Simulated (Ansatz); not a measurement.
# Ta (Im-3m) in Ansatz: further runs

The runs below take Ta through density of states, equation of state, with r2SCAN+rVV10.

All numbers are computed with Ansatz 0.2.0; they aren't measurements. Logs are shortened: lines on timing, memory, paths and dates and some standing lists are left out, and cuts for length are marked.

**What was measured.**

“Refinement of the equation of state of tantalum”, 2004, arxiv:cond-mat/0403080 quotes, for a bulk crystal of Ta: bulk modulus 194 GPa.

The results are compared with them further down.

## Step 1: The crystal as given

It takes space group Im-3m (No. 229, cubic). Conventional cell: a = 3.303 Å, b = 3.303 Å, c = 3.303 Å, α = 90.00°, β = 90.00°, γ = 90.00°. Ta (site symmetry m-3m) has 8 Ta at 2.86 Å as nearest neighbours.

## Step 2: Density of states, r2SCAN+rVV10

run.py

```python
import json

import ase.io
import numpy as np
import spglib

import ansatz as az

atoms = ase.io.read("Ta.cif")
cell, frac, numbers = spglib.find_primitive((atoms.cell[:], atoms.get_scaled_positions(), atoms.numbers), symprec=1e-5)
atoms = ase.Atoms(numbers, cell=cell, scaled_positions=frac, pbc=True)

calculation = (
    az.Crystal.from_ase(atoms)
    .calculation()
    .kpoints(11, 11, 11)
    .functional("r2scan", dispersion="rvv10")
    .pseudopotentials(kind="nc")
    .scf(extra_bands=6)
    .occupations(method="fermi_dirac", width=0.025)
    .density_of_states(energy_step=0.05, projected=False, nscf_kmesh=(17, 17, 17))
    .forces()
    .stress()
    .band_table(publish=True)
)
outcome = calculation.run(threads=2, events_out="events.jsonl")

report = outcome.report
for line in open("events.jsonl"):
    event = json.loads(line)
    if event["event"] == "scf_iter":
        d = event["data"]
        print(f"SCF {d['iter']:3d}  HF = {d['harris_foulkes_ev']:.6f} eV  dr2 = {d['dr2_ev']:.2e} eV")
    elif event["event"] in ("relax_step", "md_step"):
        d = event["data"]
        print(f"{event['event']} {d['step']:3d}  E = {d['lagrangian_ev']:.6f} eV")
np.set_printoptions(precision=5, suppress=True, linewidth=110)
print("converged:", report["converged"], "after", report["n_iterations"], "iterations")
print(f"free energy {report['free_energy_ev']:.6f} eV, Fermi level {report['fermi_energy_ev']:.4f} eV")
for key in ("band_edges_ev", "magnetization_mub", "site_moments_mub", "site_moments_nc_mub", "forces_ev_ang",
                "stress_gpa"):
    if report.get(key) is not None:
        print(key, np.array(report[key]), sep="\n")
```

Ta.cif

```cif
data_Ta
_cell_length_a 3.30256000
_cell_length_b 3.30256000
_cell_length_c 3.30256000
_cell_angle_alpha 90.00000000
_cell_angle_beta 90.00000000
_cell_angle_gamma 90.00000000
_space_group_name_H-M_alt 'Im-3m'
_space_group_name_Hall '-I 4 2 3'
_space_group_IT_number 229
loop_
_space_group_symop_operation_xyz
'x,y,z'
'-x,-y,-z'
'-y,x,z'
'y,-x,-z'
'-x,-y,z'
'x,y,-z'
'y,-x,z'
'-y,x,-z'
'x,-y,-z'
'-x,y,z'
'-y,-x,-z'
'y,x,z'
'-x,y,-z'
'x,-y,z'
'y,x,-z'
'-y,-x,z'
'z,x,y'
'-z,-x,-y'
'z,-y,x'
'-z,y,-x'
'z,-x,-y'
'-z,x,y'
'z,y,-x'
'-z,-y,x'
'-z,x,-y'
'z,-x,y'
'-z,-y,-x'
'z,y,x'
'-z,-x,y'
'z,x,-y'
'-z,y,x'
'z,-y,-x'
'y,z,x'
'-y,-z,-x'
'x,z,-y'
'-x,-z,y'
'-y,z,-x'
'y,-z,x'
'-x,z,y'
'x,-z,-y'
'-y,-z,x'
'y,z,-x'
'-x,-z,-y'
'x,z,y'
'y,-z,-x'
'-y,z,x'
'x,-z,y'
'-x,z,-y'
'x+1/2,y+1/2,z+1/2'
'-x+1/2,-y+1/2,-z+1/2'
'-y+1/2,x+1/2,z+1/2'
'y+1/2,-x+1/2,-z+1/2'
'-x+1/2,-y+1/2,z+1/2'
'x+1/2,y+1/2,-z+1/2'
'y+1/2,-x+1/2,z+1/2'
'-y+1/2,x+1/2,-z+1/2'
'x+1/2,-y+1/2,-z+1/2'
'-x+1/2,y+1/2,z+1/2'
'-y+1/2,-x+1/2,-z+1/2'
'y+1/2,x+1/2,z+1/2'
'-x+1/2,y+1/2,-z+1/2'
'x+1/2,-y+1/2,z+1/2'
'y+1/2,x+1/2,-z+1/2'
'-y+1/2,-x+1/2,z+1/2'
'z+1/2,x+1/2,y+1/2'
'-z+1/2,-x+1/2,-y+1/2'
'z+1/2,-y+1/2,x+1/2'
'-z+1/2,y+1/2,-x+1/2'
'z+1/2,-x+1/2,-y+1/2'
'-z+1/2,x+1/2,y+1/2'
'z+1/2,y+1/2,-x+1/2'
'-z+1/2,-y+1/2,x+1/2'
'-z+1/2,x+1/2,-y+1/2'
'z+1/2,-x+1/2,y+1/2'
'-z+1/2,-y+1/2,-x+1/2'
'z+1/2,y+1/2,x+1/2'
'-z+1/2,-x+1/2,y+1/2'
'z+1/2,x+1/2,-y+1/2'
'-z+1/2,y+1/2,x+1/2'
'z+1/2,-y+1/2,-x+1/2'
'y+1/2,z+1/2,x+1/2'
'-y+1/2,-z+1/2,-x+1/2'
'x+1/2,z+1/2,-y+1/2'
'-x+1/2,-z+1/2,y+1/2'
'-y+1/2,z+1/2,-x+1/2'
'y+1/2,-z+1/2,x+1/2'
'-x+1/2,z+1/2,y+1/2'
'x+1/2,-z+1/2,-y+1/2'
'-y+1/2,-z+1/2,x+1/2'
'y+1/2,z+1/2,-x+1/2'
'-x+1/2,-z+1/2,-y+1/2'
'x+1/2,z+1/2,y+1/2'
'y+1/2,-z+1/2,-x+1/2'
'-y+1/2,z+1/2,x+1/2'
'x+1/2,-z+1/2,y+1/2'
'-x+1/2,z+1/2,-y+1/2'
loop_
_atom_site_label
_atom_site_type_symbol
_atom_site_symmetry_multiplicity
_atom_site_Wyckoff_symbol
_atom_site_fract_x
_atom_site_fract_y
_atom_site_fract_z
_atom_site_occupancy
Ta1 Ta 2 a 0.0000000000 0.0000000000 0.0000000000 1
```

Potentials or basis: Ansatz NC or PseudoDojo by element.

The run is started by

```bash
$ python run.py
```

The log of the run:

```text
DeckWarning: basis.ecutwfc = 789.130201 eV, auto-derived from the records' recommended cutoffs: set by Ta (normal level)
DeckWarning: hamiltonian.xc reads the kinetic-energy density τ on the library's norm-conserving files, and those of Ta were made for PBE. With hamiltonian.pseudopotentials.accuracy and source left out, as here, a run under PBE reads other files of Ta, this project's own, so that a step between the two functionals holds that of the files too. To compare such runs, type hamiltonian.pseudopotentials: {kind: paw, frozen_core: stored} [...]
PlacementWarning: RAYON_NUM_THREADS=2 ignored (pool sized by the plan → 2); use plan(threads=…)
SCF   1  HF = -1800.049030 eV  dr2 = 2.01e-01 eV
SCF   2  HF = -1800.065010 eV  dr2 = 2.72e-02 eV
SCF   3  HF = -1800.072567 eV  dr2 = 8.70e-04 eV
SCF   4  HF = -1800.073520 eV  dr2 = 9.12e-06 eV
SCF   5  HF = -1800.073542 eV  dr2 = 6.02e-08 eV
SCF   6  HF = -1800.073542 eV  dr2 = 1.99e-10 eV
converged: True after 6 iterations
free energy -1800.073542 eV, Fermi level 18.1376 eV
magnetization_mub
0.0
forces_ev_ang
[[-0.  0.  0.]]
stress_gpa
[[-3.54249 -0.      -0.     ]
 [-0.      -3.54249  0.     ]
 [ 0.       0.      -3.54249]]
```

dos.tsv:

```text
# E-E_F[eV]	g_bin_mean(E)[states/eV]	N(E)
# format = ansatz-dos/2
# fermi_ev = 18.176378
# fermi_mp_grid = 17 17 17
# fermi_mp_shift = 0 0 0
# nscf_kmesh_grid = 17 17 17
# nscf_kmesh_shift = 0 0 0
# tetrahedron_fermi_ev = 18.153055
# g_bin_mean(E): the states in a bin one row spacing wide, centred on E, divided by that spacing. States that the method places at a single energy (under output.dos.method: tetrahedron, those of a tetrahedron whose four corners have one energy) are counted whole in the row whose bin holds that energy (on the edge of two bins, in the lower row). The sum of g_bin_mean over a run of rows, times the row spacing, is the number of states from half a spacing under the first of them to half a spacing over the last (a plain sum, not the trapezoid rule).
-69.702302	0.000000e0	0.000000e0
-69.652302	0.000000e0	0.000000e0
-69.602302	0.000000e0	0.000000e0
-69.552302	0.000000e0	0.000000e0
-69.502302	0.000000e0	0.000000e0
-69.452302	0.000000e0	0.000000e0
[... 1829 lines left out ...]
22.047698	0.000000e0	2.600000e1
22.097698	0.000000e0	2.600000e1
```

engine_input.yaml:

```text
crystal:
  lattice:
    - [-1.6512799999999999, 1.6512799999999999, 1.6512799999999999]
    - [1.6512799999999999, -1.6512799999999999, 1.6512799999999999]
    - [1.6512799999999999, 1.6512799999999999, -1.6512799999999999]
  atoms:
    - { symbol: Ta, position: [0.0, 0.0, 0.0] }
kpoints:
  mp_grid:
    grid: [11, 11, 11]
hamiltonian:
  xc: r2scan
  dispersion: rvv10
  pseudopotentials:
    kind: nc
scf:
  n_extra_bands: 6
  occupations:
    method: fermi_dirac
    width: 0.025
output:
  dos:
    de: 0.05
    projected: false
    nscf_kmesh:
      grid: [17, 17, 17]
  forces: true
  stress: true
  eigenvalues: true
```

Wall time 4.5 s (2 threads of AMD EPYC 7B13 (Zen 3), shared host); peak memory 0.5 GiB.

Results:

```yaml
Free_energy: -1800.0735 eV
Band_gap_on_the_k_mesh: none (metal or under the smearing width)
Density_of_states_at_the_Fermi_level: 1.28 states/eV per cell
```

States per cell in windows of 0.5 eV (zero at the Fermi level; states under -8 eV left out):
```tsv
from (eV)	total
-8.0	0.02
-7.5	0.04
-7.0	0.05
-6.5	0.06
-6.0	0.08
-5.5	0.10
-5.0	0.20
-4.5	0.30
-4.0	0.36
-3.5	0.50
-3.0	0.36
-2.5	0.18
-2.0	0.60
-1.5	0.77
-1.0	0.68
-0.5	0.81
0.0	0.46
0.5	0.21
1.0	0.12
1.5	0.17
2.0	0.32
2.5	0.37
3.0	0.45
3.5	0.53
4.0	0.53
4.5	0.69
5.0	1.11
5.5	0.31
6.0	0.26
6.5	0.21
7.0	0.16
7.5	0.20
```

Caveat: the rVV10 pressure on norm-conserving files is uncertain; the potentials were made for another functional, which shifts forces and pressure.

## Step 3: Equation of state, r2SCAN+rVV10

run.py

```python
import json

import ase.io
import numpy as np
from ase.calculators.calculator import CalculationFailed, Calculator
from ase.stress import full_3x3_to_voigt_6_stress
from ase.units import GPa
from ase.eos import EquationOfState

import ansatz as az

class AnsatzCalculator(Calculator):
    implemented_properties = ["energy", "free_energy", "forces", "stress", "magmom"]

    def calculate(self, atoms, properties, system_changes):
        super().calculate(atoms, properties, system_changes)
        structure = atoms.copy()
        structure.set_constraint()
        structure.set_momenta(None)
        structure.set_masses(None)
        outcome = (
            az.Crystal.from_ase(structure)
            .calculation()
            .basis(xc_grid=3)
            .kpoints(11, 11, 11)
            .functional("r2scan", dispersion="rvv10")
            .pseudopotentials(kind="paw", source="jth")
            .scf(tolerance=2e-10)
            .occupations(method="gaussian", width=0.05)
            .forces()
            .stress()
            .run(threads=2)
        )
        if not outcome.report["converged"]:
            raise CalculationFailed("SCF not converged")
        report = outcome.report
        self.results = {
            "free_energy": report["lagrangian_ev"],
            "energy": report["lagrangian_ev"],
            "forces": np.array(report["forces_ev_ang"]),
            "stress": -GPa * full_3x3_to_voigt_6_stress(report["stress_gpa"]),
            "magmom": report["magnetization_mub"],
        }

np.set_printoptions(precision=5, suppress=True, linewidth=110)
atoms = ase.io.read("POSCAR", format="vasp")
atoms.calc = AnsatzCalculator()
cell = atoms.cell.copy()
volumes, energies = [], []
for x in (0.94, 0.96, 0.98, 1.0, 1.02, 1.04, 1.06):
    atoms.set_cell(cell * x ** (1 / 3), scale_atoms=True)
    volumes.append(atoms.get_volume() / len(atoms))
    energies.append(atoms.get_potential_energy() / len(atoms))
    print(f"x {x:.2f}  V = {volumes[-1]:.4f} A^3/atom  E = {energies[-1]:.6f} eV/atom  P = {-atoms.get_stress()[:3].mean() / GPa:.3f} GPa")
v0, e0, b0 = EquationOfState(volumes, energies, eos="birchmurnaghan").fit()
print(f"V0 = {v0:.4f} A^3/atom, E0 = {e0:.6f} eV/atom, B0 = {b0 / GPa:.2f} GPa")
```

POSCAR

```
Ta
1.0
   -1.6512800000      1.6512800000      1.6512800000
    1.6512800000     -1.6512800000      1.6512800000
    1.6512800000      1.6512800000     -1.6512800000
Ta
1
Direct
    0.0000000000      0.0000000000      0.0000000000
```

Potentials or basis: JTH PAW.

The run is started by

```bash
$ python run.py
```

The log of the run:

```text
DeckWarning: basis.ecutwfc = 1290 eV, auto-derived from the records' recommended cutoffs: set by Ta (normal level)
DeckWarning: pseudopotentials/Ta.paw.azcp: the checks of this Ta dataset prove no rule for summing its radial tables, as where they were carried onto another mesh than they were made on, and Gregory's rule is taken, under which a leading mesh point left out moves its sums only by what lay on the interval it spanned. That does not make them correct, and they differ from Quantum ESPRESSO's on this file; a re-export a fr [...]
DeckWarning: output.stress: scf.convergence.dr2_threshold = 2e-10 eV is looser than the 1e-10 eV advised for a printed stress (1e-10 eV for each atom of the cell: 1). What an SCF threshold leaves in a stress goes as its square root, and in the free energy as the threshold itself, and one threshold admits the most on a small cell: of the crystals measured, under no hybrid functional and no lock of the moments, on runs that ended w [...]
PlacementWarning: RAYON_NUM_THREADS=2 ignored (pool sized by the plan → 2); use plan(threads=…)
x 0.94  V = 16.9297 A^3/atom  E = -9902.775281 eV/atom  P = 11.996 GPa
x 0.96  V = 17.2899 A^3/atom  E = -9902.796207 eV/atom  P = 6.768 GPa
x 0.98  V = 17.6501 A^3/atom  E = -9902.806312 eV/atom  P = 2.315 GPa
x 1.00  V = 18.0104 A^3/atom  E = -9902.806946 eV/atom  P = -1.689 GPa
x 1.02  V = 18.3706 A^3/atom  E = -9902.798993 eV/atom  P = -5.340 GPa
x 1.04  V = 18.7308 A^3/atom  E = -9902.783092 eV/atom  P = -8.773 GPa
x 1.06  V = 19.0910 A^3/atom  E = -9902.759742 eV/atom  P = -11.950 GPa
V0 = 17.8556 A^3/atom, E0 = -9902.807853 eV/atom, B0 = 199.98 GPa
```

engine_input.yaml:

```text
crystal:
  lattice:
    - [-1.6175709495998325, 1.6175709495998325, 1.6175709495998325]
    - [1.6175709495998325, -1.6175709495998325, 1.6175709495998325]
    - [1.6175709495998325, 1.6175709495998325, -1.6175709495998325]
  atoms:
    - { symbol: Ta, position: [0.0, 0.0, 0.0] }
basis:
  xc_grid: 3
kpoints:
  mp_grid:
    grid: [11, 11, 11]
hamiltonian:
  xc: r2scan
  dispersion: rvv10
  pseudopotentials:
    kind: paw
    source: jth
scf:
  convergence:
    dr2_threshold: 2.0e-10
  occupations:
    method: gaussian
    width: 0.05
output:
  forces: true
  stress: true
```

It took 27 s on 2 threads of AMD EPYC 7B13 (Zen 3), shared host; peak memory 0.63 GiB.

What came out:

```
Equilibrium volume                      : 17.86 Å³/atom
Bulk modulus                            : 200 GPa
Pressure derivative of the bulk modulus : 3.7 (rough: it moves with the points fitted)
```

Energy against volume, from the lowest point:
```tsv
volume (Å³/atom)	energy (meV/atom)
16.930	31.66
17.290	10.74
17.650	0.63
18.010	0.00
18.371	7.95
18.731	23.85
19.091	47.20
```

Caveat: the thresholds are loose for stress. Spin-orbit coupling is left out, which matters for the levels of Ta.

## Step 4: Against experiment

Step 3. A measured bulk modulus of Ta is 194 GPa (quoted in “Refinement of the equation of state of tantalum”, 2004, arxiv:cond-mat/0403080); the calculated 200 GPa misses it by +3.1 %. The fit is for a static lattice scaled at fixed shape and fixed fractional positions.
